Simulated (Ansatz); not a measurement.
Here is an Ansatz 0.2.0 calculation.

input.yaml

```yaml
crystal:
  lattice:
    - [0.0, 2.3495, 2.3495]
    - [2.3495, 0.0, 2.3495]
    - [2.3495, 2.3495, 0.0]
  atoms:
    - { symbol: Cd, position: [0.0, 0.0, 0.0] }
    - { symbol: O, position: [0.5, 0.5, 0.5] }
hamiltonian:
  xc: pbesol
  pseudopotentials: { kind: paw_fr }
magnetization:
  noncollinear: true
  spin_orbit: true
kpoints:
  mp_grid: { grid: [7, 7, 7] }
  band_path:
    path:
      - [[0.0, 0.0, 0.0], [0.5, 0.0, 0.5], [0.5, 0.25, 0.75], [0.375, 0.375, 0.75], [0.0, 0.0, 0.0], [0.5, 0.5, 0.5], [0.625, 0.25, 0.625], [0.5, 0.25, 0.75], [0.5, 0.5, 0.5], [0.375, 0.375, 0.75]]
      - [[0.625, 0.25, 0.625], [0.5, 0.0, 0.5]]
    npoints: 14
scf:
  occupations: { method: fermi_dirac, width: 0.05 }
  n_extra_bands: 6
output:
  forces: true
  stress: true
  eigenvalues: true
  fatbands: true
```

Potentials or basis: Ansatz PAW.

The run is started by

```bash
$ ansatz run input.yaml --threads 2 --pin off --max-ram 5632MiB --backend cpu --events-out ev --progress --plain --runs-dir out
```

(1) Predict the pressure.

(2) What does it give for the band gap on the k mesh?

Answers

(1) -0.8 GPa.

(2) none (metal or under the smearing width).

Caveat: the pressure holds a Pulay correction of +0.5 GPa for the finite cutoff; the PAW data sets come from PBE, with cores solved anew for the run's functional, which leaves a small shift of forces and pressure; this crystal is a semiconductor, whose small gap the functional closes, so the metal is an error of the method.
